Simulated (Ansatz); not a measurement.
Computed properties of BeSe

```xyz
2
Lattice="0.0000 2.5885 2.5885 2.5885 0.0000 2.5885 2.5885 2.5885 0.0000" Properties=species:S:1:pos:R:3 pbc="T T T"
Be    0.0000    0.0000    0.0000
Se    1.2943    1.2943    1.2943
```

Atoms are numbered in the order listed.

Conventional cell: a = 5.177 Å, b = 5.177 Å, c = 5.177 Å, α = 90.00°, β = 90.00°, γ = 90.00°. Be (atom 1) is surrounded by 4 Se at 2.24 Å. Se (atom 2) is surrounded by 4 Be at 2.24 Å.

The cell was built from the zincblende type and relaxed in the same program, and has space group F-43m; it needn't be a known or the stable phase.

Methods: DFT, PBE, all-electron LAPW, scalar-relativistic (Ansatz 0.2.0); DFT, PBE, PAW with Ansatz's default frozen-core files, scalar-relativistic (Ansatz 0.2.0).

For LAPW: a Γ-centred 14×14×14 k mesh, Fermi–Dirac smearing of 0.05 eV, basis error target 1 meV/atom, no spin polarisation. PAW takes a cutoff of 420 eV at this cell. The Ansatz runs share mesh, smearing and spin set-up. Values come from LAPW unless marked.

- Smallest direct gap on the path: 4.23 eV
- Bader charges (from the PAW run): Be1 +1.57, Se2 -1.57 e
- Volume per atom: 17.34 Å³
- Pressure at this cell: 0.3 kbar

(1) Löwdin charges (with 0.33 e of the cell spilling out of the atomic basis, so their sizes and signs hang on that basis): what does the calculation give?

(2) Band gap: what does the calculation give?

Answers

(1) Be1 1.36, Se2 -1.03 e.

(2) 2.67 eV, indirect from Γ to X (-0.5, -0.5, 0).
